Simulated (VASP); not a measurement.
# KBr: kernels and solvers of the Casida equation on one ground state

KBr, Fm-3m (no. 225), 2 atoms in the cell. DDH, TDDFT by the Casida equation; PAW potentials Br_GW, K_sv_GW (PBE set).

## Input

INCAR.step1:
```
EDIFF    = 1E-8           # SCF threshold, eV
ENCUT    = 250            # plane-wave cutoff, eV
ISMEAR   = 0              # smearing method
KPAR     = 4            
LASPH    = True           # aspherical terms in the spheres
LCHARG   = False          # write CHGCAR
LEPSILON = True           # dielectric tensor by DFPT
LRPA     = True         
LWAVE    = False          # write WAVECAR
PREC     = Accurate       # precision mode
SIGMA    = 0.02           # smearing width, eV
```

INCAR.step2:
```
EDIFF    = 1E-5           # SCF threshold, eV
ENCUT    = 250            # plane-wave cutoff, eV
ISMEAR   = 0              # smearing method
KPAR     = 4            
LASPH    = True           # aspherical terms in the spheres
LCHARG   = False          # write CHGCAR
LWAVE    = True           # write WAVECAR
NBANDS   = 20             # bands
PREC     = Accurate       # precision mode
SIGMA    = 0.02           # smearing width, eV
```

INCAR.step3, as INCAR.step2 but for:
```
- EDIFF = 1E-5
+ AEXX = 0.4251
+ ALGO = Normal
+ CSHIFT = 0.1
+ EDIFF = 1E-7
+ GGA = PE
+ HFSCREEN = 1.33
+ ISTART = 1
+ LHFCALC = True
+ LMODELHF = True
+ LOPTICS = True
+ NEDOS = 2000
+ PRECFOCK = Fast
```

INCAR.step4, as INCAR.step3 but for:
```
- ALGO = Normal
- CSHIFT = 0.1
- LOPTICS = True
- LWAVE = True
- NEDOS = 2000
+ ALGO = TDHF
+ ANTIRES = 0
+ CSHIFT = 0.15
+ ENCUTGW = 150
+ IBSE = 2
+ LADDER = True
+ LFXC = False
+ LHARTREE = True
+ LWAVE = False
+ NBANDSO = 4
+ NBANDSV = 4
+ NBSEEIG = 4
+ NOMEGA = 1000
+ OMEGAMAX = 25
```

INCAR.step5, as INCAR.step4 but for:
```
- ANTIRES = 0
+ ANTIRES = 1
```

INCAR.step6 changes the same tag again: ANTIRES = 2.

INCAR.step7, as INCAR.step6 but for:
```
- ANTIRES = 2
- LADDER = True
- LHARTREE = True
+ ANTIRES = 0
+ LADDER = False
+ LHARTREE = False
```

INCAR.step8, as INCAR.step7 but for:
```
- ANTIRES = 0
- LHARTREE = False
+ ANTIRES = 2
+ LHARTREE = True
```

INCAR.step9, as INCAR.step8 but for:
```
- ANTIRES = 2
- IBSE = 2
- LADDER = False
+ ANTIRES = 0
+ BSEPREC = High
+ IBSE = 3
+ LADDER = True
```

INCAR.step10, as INCAR.step9 but for:
```
- BSEPREC = High
- IBSE = 3
+ IBSE = 1
```

INCAR.step11, as INCAR.step10 but for:
```
- IBSE = 1
+ IBSE = 0
```

INCAR.step12, as INCAR.step11 but for:
```
- IBSE = 0
+ IBSE = 2
+ LTRIPLET = True
```

INCAR.step13, as INCAR.step12 but for:
```
- LHARTREE = True
- LTRIPLET = True
+ LHARTREE = False
```

INCAR.step14, as INCAR.step13 but for:
```
- LFXC = False
- LHARTREE = False
+ LFXC = True
+ LHARTREE = True
```

INCAR.step15, as INCAR.step14 but for:
```
- IBSE = 2
- KPAR = 4
- LFXC = True
+ IBSE = 0
+ LFXC = False
```

KPOINTS.step1:
```
k-points
0
Gamma
  7 7 7
```

KPOINTS.step2:
```
k-points
0
Gamma
  6 6 6
```

POSCAR:
```
KBr
1.0
    0.0000000000      3.3000000000      3.3000000000
    3.3000000000      0.0000000000      3.3000000000
    3.3000000000      3.3000000000      0.0000000000
Br K
1 1
Direct
    0.5000000000      0.5000000000      0.5000000000
    0.0000000000      0.0000000000      0.0000000000
```

Commands (each step's output is kept before the next begins):
```
cat potpaw_PBE.64/Br_GW/POTCAR potpaw_PBE.64/K_sv_GW/POTCAR > POTCAR
cp INCAR.step1 INCAR
cp KPOINTS.step1 KPOINTS
mpirun -np 4 vasp_std > vasp.out
rm WAVECAR CHG
cp INCAR.step2 INCAR
cp KPOINTS.step2 KPOINTS
mpirun -np 4 vasp_std > vasp.out
cp INCAR.step3 INCAR
mpirun -np 4 vasp_std > vasp.out
cp INCAR.step4 INCAR
mpirun -np 4 vasp_std > vasp.out
cp INCAR.step5 INCAR
mpirun -np 4 vasp_std > vasp.out
cp INCAR.step6 INCAR
mpirun -np 4 vasp_std > vasp.out
cp INCAR.step7 INCAR
mpirun -np 4 vasp_std > vasp.out
cp INCAR.step8 INCAR
mpirun -np 4 vasp_std > vasp.out
cp INCAR.step9 INCAR
mpirun -np 4 vasp_std > vasp.out
cp INCAR.step10 INCAR
mpirun -np 4 vasp_std > vasp.out
cp INCAR.step11 INCAR
mpirun -np 4 vasp_std > vasp.out
cp INCAR.step12 INCAR
mpirun -np 4 vasp_std > vasp.out
cp INCAR.step13 INCAR
mpirun -np 4 vasp_std > vasp.out
cp INCAR.step14 INCAR
mpirun -np 4 vasp_std > vasp.out
cp INCAR.step15 INCAR
mpirun -np 1 vasp_std > vasp.out
```

## Result

- Direct gap on the mesh (eV): 7.93
- Gap on the mesh (eV): 7.93
- Bands: 20

One ground state, settings moved in the last step alone:

| Settings | ε at zero frequency | First excitation (eV) | First bright (eV) | Time (s) |
|---|---|---|---|---|
| LOPTICS | 2.04 | – | – | 325 |
| Hartree and ladder terms, Tamm-Dancoff | 1.78 | 7.066 | 7.066 | 50 |
| Hartree and ladder terms, ANTIRES 1 | 1.74 | 7.079 | 7.079 | 60 |
| Hartree and ladder terms, ANTIRES 2 | 1.74 | 7.066 | 7.066 | 93 |
| independent particles | 1.64 | 7.928 | 7.928 | 21 |
| RPA: Hartree term alone, ANTIRES 2 | 1.57 | 7.930 | 7.930 | 65 |
| Lanczos (IBSE 3) | 1.78 | – | – | 28 |
| time evolution (IBSE 1) | 1.77 | – | – | 72 |
| KPAR with the old driver (IBSE 0) | – | – | – | no result |
| triplet | – | 7.013 | – | 33 |
| ladder without the Hartree term | 1.84 | 7.013 | 7.013 | 24 |
| with the local kernel | 1.79 | 7.053 | 7.053 | 40 |
| old driver (IBSE 0) on one core | 1.78 | 7.066 | 7.066 | 107 |

Make-up of the lowest excitation, one of several of nearly equal energy, so its shares depend on the choice among them:

| k point | From band | To band | Share |
|---|---|---|---|
| 0.000 0.000 0.000 | 8 | 9 | 0.68 |
| 0.000 0.000 0.000 | 6 | 9 | 0.02 |
| 0.000 0.000 -0.167 | 8 | 9 | 0.02 |
| 0.000 0.000 0.167 | 8 | 9 | 0.02 |
| 0.000 -0.167 0.000 | 8 | 9 | 0.02 |
| 0.000 0.167 0.000 | 8 | 9 | 0.02 |

AEXX = 0.4251 is one over the ε of the first step (2.4), and HFSCREEN = 1.33 comes from the density of valence electrons.

Limits: The 6×6×6 mesh is coarse for a spectrum: peaks stand apart that a denser mesh merges; the pairs hold 4 valence and 4 conduction bands, and what lies beyond is missing from ε.

VASP 6.6.1 took 954 s on 4 cores (Intel Xeon Platinum 8488C (Sapphire Rapids)), a shared host.
